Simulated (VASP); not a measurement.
Wanted: the native input for a VASP 6.6.1 run.

```yaml
Task: relaxation of cell and atoms
Functional: PBE
Potentials_or_basis: VASP PAW PBE potentials, release 64 (C)
Cutoff: 600 eV
k_mesh: 21 × 21 × 6
Occupations: gaussian, width 0.1 eV
Spin: no spin polarisation
Dipole_correction: no
Further_INCAR_settings: ALGO = Fast; EDIFF = 1e-06; IBRION = 2; EDIFFG = -0.005; NSW = 70; ISIF = 3
```

The structure of C lies in POSCAR:

```
C
1.0
    2.4649634469      0.0000000000      0.0000000000
   -1.2324817235      2.1347209644      0.0000000000
    0.0000000000      0.0000000000      6.7405387673
C
4
Direct
    0.0000000000      0.0000000000      0.0025000114
    0.0000000000      0.0000000000      0.5025000114
    0.3333333333      0.6666666667      0.0024999886
    0.6666666667      0.3333333333      0.5024999886
```

The input as run:

INCAR

```
PREC = Accurate ; ENCUT = 600
EDIFF = 1E-6 ; ISMEAR = 0
SIGMA = 0.1 ; LREAL = F
LASPH = T ; NELM = 100
ALGO = Fast ; ISIF = 3
LWAVE = F ; LCHARG = F
GGA = PE ; IBRION = 2
NSW = 70 ; EDIFFG = -0.005
```

KPOINTS

```
regular mesh
0
Gamma
  21 21 6
```

Potentials or basis: VASP PAW PBE potentials, release 64 (C).

Run with:

```bash
$ cat potpaw_PBE.64/C/POTCAR > POTCAR
$ mpirun -np 1 vasp_std > vasp.out
```

It gave:

The relaxed volume is 10.40 Å³/atom and the relaxed cell is a = 2.467 Å, b = 2.467 Å, c = 7.892 Å, α = 90.00°, β = 90.00°, γ = 120.00°. The space group after relaxing (to 0.05 Å) is P6_3/mmc (No. 194). The energy gained by relaxing is 11.2 meV/atom, the ionic steps are 12 and the pressure after relaxing is 0.0 GPa. The band gap on the k mesh is none (metal or under the smearing width).

Caveat: the volume moved by over 15 % at a fixed basis, so the end points are rough; this functional lacks dispersion, which binds the layers, so the pressure and a relaxed spacing across them are unreliable, and here the layers came unbound.

Wall time 7.8 min on 1 thread of AMD EPYC 9R14 (Zen 4), on a shared host, peak memory 0.18 GiB.
